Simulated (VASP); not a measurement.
# Li (Im-3m) in VASP: notebook, part 2 of 2

VASP 6.6.1. The steps go on from the part before.

**3. Single point, PBE (strained and moved within a subgroup)**

INCAR

```
SYSTEM = Li
ALGO = Normal ; EDIFF = 1E-7
ENCUT = 520 ; GGA = PE
ISIF = 2 ; ISMEAR = 0
LASPH = .True. ; LCHARG = .True.
LELF = .True. ; LREAL = .False.
LVHAR = .True. ; LWAVE = .False.
NBANDS = 8 ; NELM = 80
PREC = Accurate ; SIGMA = 0.1
```

KPOINTS

```
k-points
0
Gamma
  15 15 15
  0 0 0
```

POSCAR

```
Li
1.0
   -1.7664150000      1.6964150000      1.6964150000
    1.6964150000     -1.7664150000      1.6964150000
    1.6964150000      1.6964150000     -1.7664150000
Li
1
Direct
    0.0000000000      0.0000000000      0.0000000000
```

Potentials or basis: VASP PAW PBE potentials, release 64 (Li_sv).

Command:

```bash
> cat potpaw_PBE.64/Li_sv/POTCAR > POTCAR
> mpirun -np 1 vasp_std > vasp.out
```

It took 17 s on 1 thread of AMD EPYC 9R45 (Zen 5), shared host; peak memory 0.13 GiB.

It converged, with:

```
Free energy            : -1.8991 eV
Band gap on the k mesh : none (metal or under the smearing width)
```

Levels at points of the mesh, in eV from the Fermi level:
```tsv
k point	band 1	band 2	band 3	band 4	band 5	band 6
(0.00, 0.00, 0.00)	-46.50	-3.64	14.50	14.50	15.78	19.25
```

Caveat: the cutoff is under 1.25 times the usual one of these potentials, so pressure, stress and relaxed cells hold a basis-set (Pulay) error.

**4. Single point, PBE (strained and moved within the space group)**

INCAR

```
SYSTEM = Li
PREC = Accurate
ENCUT = 520
EDIFF = 1E-7
ISMEAR = 0
SIGMA = 0.1
LREAL = .FALSE.
LASPH = .TRUE.
NELM = 80
ALGO = Normal
ISIF = 2
LWAVE = .FALSE.
LCHARG = .FALSE.
GGA = PE
NBANDS = 8
```

KPOINTS

```
Automatic mesh
0
G
  16 16 16
  0 0 0
```

POSCAR

```
Li
1.0
   -1.7182900000      1.7182900000      1.7182900000
    1.7182900000     -1.7182900000      1.7182900000
    1.7182900000      1.7182900000     -1.7182900000
Li
1
Direct
    0.0000000000      0.0000000000      0.0000000000
```

Command:

```bash
> cat potpaw_PBE.64/Li_sv/POTCAR > POTCAR
> mpirun -np 1 vasp_std > vasp.out
```

It took 9.6 s on 1 thread of AMD EPYC 9R45 (Zen 5), shared host; peak memory 0.11 GiB.

Results (log left out):

| Quantity | Value |
| --- | --- |
| Free energy | -1.9060 eV |
| Band gap on the k mesh | none (metal or under the smearing width) |

Levels at points of the mesh, in eV from the Fermi level:
```tsv
k point	band 1	band 2	band 3	band 4	band 5	band 6
(0.00, 0.00, 0.00)	-46.52	-3.55	14.60	14.60	14.60	19.37
(0.50, 0.00, 0.00)	-46.50	0.25	3.26	10.36	11.83	13.63
(0.50, 0.50, 0.50)	-46.49	5.52	5.52	5.52	7.78	7.78
```

Caveat: the cutoff is under 1.25 times the usual one of these potentials, so pressure, stress and relaxed cells hold a basis-set (Pulay) error.

**5. Single point, PBE (strained and moved within the space group)**

INCAR

```
SYSTEM = Li
ALGO = Fast
EDIFF = 1E-6
ENCUT = 520
GGA = PE
ISIF = 2
ISMEAR = 0
LASPH = .True.
LCHARG = .False.
LREAL = .False.
LWAVE = .False.
NBANDS = 8
NELM = 100
PREC = Accurate
SIGMA = 0.1
```

KPOINTS

```
k-points
0
Gamma
  16 16 16
  0 0 0
```

POSCAR

```
Li
1.0
   -1.8221525000      1.8221525000      1.8221525000
    1.8221525000     -1.8221525000      1.8221525000
    1.8221525000      1.8221525000     -1.8221525000
Li
1
Direct
    0.0000000000      0.0000000000      0.0000000000
```

Command:

```bash
> cat potpaw_PBE.64/Li_sv/POTCAR > POTCAR
> mpirun -np 1 vasp_std > vasp.out
```

It took 12 s on 1 thread of AMD EPYC 9R45 (Zen 5), shared host; peak memory 0.11 GiB.

It converged, with:

| Property | Result |
| --- | --- |
| Free energy | -1.8814 eV |
| Band gap on the k mesh | none (metal or under the smearing width) |

Levels at points of the mesh, in eV from the Fermi level:
```csv
k point,band 1,band 2,band 3,band 4
"(0.00, 0.00, 0.00)",-46.84,-3.31,12.86,12.86
"(0.50, 0.00, 0.00)",-46.83,0.29,2.72,9.17
"(0.50, 0.50, 0.50)",-46.82,4.93,4.93,4.93
```

Caveat: the cutoff is under 1.25 times the usual one of these potentials, so pressure, stress and relaxed cells hold a basis-set (Pulay) error.

**6. Single point, PBE (strained and moved within a subgroup)**

INCAR

```
PREC = Accurate ; ENCUT = 520
EDIFF = 1E-6 ; ISMEAR = 0
SIGMA = 0.1 ; LREAL = False
LASPH = True ; NELM = 60
ALGO = Fast ; ISIF = 2
LWAVE = False ; LCHARG = True
GGA = PE ; LELF = True
LVHAR = True ; NBANDS = 8
```

KPOINTS

```
Automatic mesh
0
Gamma
  14 14 14
```

POSCAR

```
Li
1.0
   -1.8589375000      1.7855075000      1.8776450000
    1.7889375000     -1.7855075000      1.8076450000
    1.8589375000      1.7855075000     -1.8776450000
Li
1
Direct
    0.0000000000      0.0000000000      0.0000000000
```

Potentials or basis: VASP PAW PBE potentials, release 64 (Li_sv).

Command:

```bash
> cat potpaw_PBE.64/Li_sv/POTCAR > POTCAR
> mpirun -np 1 vasp_std > vasp.out
```

OUTCAR:

```text
PREC = Accurate
   ENCUT = 520
   EDIFF = 1E-6
   ISMEAR = 0
   LREAL = False
   LASPH = True
   NELM = 60
   ISIF = 2
   GGA = PE

 ion  position               nearest neighbor table
   1  0.000  0.000  0.000-

  LATTYP: Found a base centered monoclinic cell.
 ALAT       =     5.0864045553
 B/A-ratio  =     0.7020705807
 C/A-ratio  =     0.7173134819
 COS(beta)  =    -0.6896530661

  Lattice vectors:

 A1 = (  -1.7889375000,  -1.7855075000,  -1.8076450000)
 A2 = (  -1.7889375000,   1.7855075000,  -1.8076450000)
[... 437 lines left out ...]
  band No.  band energies     occupation
      1     -46.6457      2.00000
      2      -2.5033      2.00000
      3      10.2257      0.00000
      4      10.9541      0.00000
      5      11.8965      0.00000
      6      14.9738      0.00000
      7      15.3271      0.00000
      8      17.3171      0.00000

 [... further k-points ...]
[... 5 lines left out ...]
  --------------------------------------------------------------------------------------
  -------------------------------------------------------------------------------------
  Total       -0.2701081     -0.2748181     -0.2693602     -0.0000000      0.0000000      0.0479498
  in kB      -18.0357098    -18.3502030    -17.9857695     -0.0000000      0.0000000      3.2017137
  external PRESSURE =     -18.1238941 kB  Pullay stress =       0.0000000 kB

 VOLUME and BASIS-vectors are now :
 -----------------------------------------------------------------------------
  energy-cutoff  :      520.00
  volume of cell :       23.99
      direct lattice vectors                 reciprocal lattice vectors
    -1.858937500  1.785507500  1.877645000     0.005208885  0.280032428  0.271448006
     1.788937500 -1.785507500  1.807645000     0.279441040  0.000000000  0.276656891
     1.858937500  1.785507500 -1.877645000     0.274232155  0.280032428  0.005208885

 POSITION                                       TOTAL-FORCE (eV/Angst)
 -----------------------------------------------------------------------------------
      0.00000      0.00000      0.00000        -0.000000      0.000000      0.000000
 -----------------------------------------------------------------------------------
    total drift:                               -0.000000     -0.000000      0.000000

  FREE ENERGIE OF THE ION-ELECTRON SYSTEM (eV)
  ---------------------------------------------------
  free  energy   TOTEN  =        -1.8817846072 eV

  energy  without entropy=       -1.8789682787  energy(sigma->0) =       -1.88037644
```

OSZICAR:

```text
N       E                     dE             d eps       ncg     rms          rms(c)
DAV:   1    -0.414392087349E-01   -0.41439E-01   -0.70065E+02 12000   0.254E+02
DAV:   2    -0.185722986315E+01   -0.18158E+01   -0.17727E+01 17408   0.352E+01
DAV:   3    -0.188309791871E+01   -0.25868E-01   -0.25648E-01 13304   0.329E+00
DAV:   4    -0.188354284776E+01   -0.44493E-03   -0.44492E-03 17880   0.368E-01
DAV:   5    -0.188354504514E+01   -0.21974E-05   -0.21974E-05 13848   0.185E-02    0.320E-01
RMM:   6    -0.188233366785E+01    0.12114E-02   -0.11246E-04 15854   0.811E-02    0.191E-01
RMM:   7    -0.188175393759E+01    0.57973E-03   -0.52396E-04 18202   0.143E-01    0.245E-02
RMM:   8    -0.188177183436E+01   -0.17897E-04   -0.13159E-04 19897   0.760E-02    0.385E-03
RMM:   9    -0.188178101930E+01   -0.91849E-05   -0.58412E-05 20295   0.508E-02    0.402E-03
RMM:  10    -0.188178369132E+01   -0.26720E-05   -0.19504E-05 19336   0.302E-02    0.491E-03
RMM:  11    -0.188178460724E+01   -0.91592E-06   -0.80013E-06 17754   0.198E-02
   1 F= -.18817846E+01 E0= -.18803764E+01  d E =-.281633E-02
```

It took 58 s on 1 thread of AMD EPYC 9R45 (Zen 5), shared host; peak memory 0.19 GiB.

Results:

```
Free energy            : -1.8818 eV
Band gap on the k mesh : none (metal or under the smearing width)
```

Caveat: the cutoff is under 1.25 times the usual one of these potentials, so pressure, stress and relaxed cells hold a basis-set (Pulay) error.

**7. Summary**

```csv
level,cell,k mesh,gap on the mesh (eV)
r2SCAN,"functional r2SCAN, strained and moved within the space group",16 × 16 × 16,none
PBE,strained and moved within a subgroup,15 × 15 × 15,none
PBE,strained and moved within the space group,16 × 16 × 16,none
PBE,strained and moved within a subgroup,14 × 14 × 14,none
```

Alike in all rows: task single point; potentials or basis VASP PAW PBE potentials, release 64 (Li_sv); no spin polarisation; cutoff (eV) 520; smearing gaussian 0.1 eV.

Caveats: the cutoff is under 1.25 times the usual one of these potentials, so pressure, stress and relaxed cells hold a basis-set (Pulay) error; the PAW data sets were made with another functional, which shifts forces and pressure a little (some runs).

Absolute energies hang on the potentials; compare differences alone.
